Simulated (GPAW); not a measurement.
Crystal: ZnS (Wurtzite-6H).

```
Zn S
1.0
     3.81200    0.00000    0.00000
    -1.90600    3.30129    0.00000
     0.00000    0.00000   18.68999
Zn S
6 6
Cartesian
  0.0000 2.2009 15.5749
  1.9060 1.1004 6.2299
  1.9060 1.1004 12.4601
  0.0000 2.2009 3.1151
  0.0000 0.0000 9.3450
  0.0000 0.0000 0.0000
  0.0000 2.2009 17.9112
  1.9060 1.1004 8.5662
  1.9060 1.1004 14.7963
  0.0000 2.2009 5.4513
  0.0000 0.0000 11.6812
  0.0000 0.0000 2.3362
```

Base run:

```yaml
Program: GPAW 26.7.0
Functional: LDA
Potentials_or_basis: the program's PAW data sets (release 1.2.1) made for this functional
Cutoff: 450 eV
Basis: pw
k_mesh: 6 × 6 × 1
Occupations: fermi-dirac, width 0.05 eV
Spin: no spin polarisation
```

Its results: band gap on the k mesh 1.91 eV, direct; pressure -4.9 GPa; largest force 0.028 eV/Å.

Question: The run is repeated on the same cell with these changes: functional from LDA to PBE; potentials or basis from the program's PAW data sets (release 1.2.1) made for this functional to GPAW PAW data sets (gpaw-data 1.2.1). What comes out?

Answer: Band gap on the k mesh 2.16 eV, direct; pressure 1.7 GPa; largest force 0.031 eV/Å.

Caveats: the cutoff is short for stress and forces, so pressures can be off by a GPa or more; the cell's inner coordinates are idealised or old, which leaves forces on the atoms.

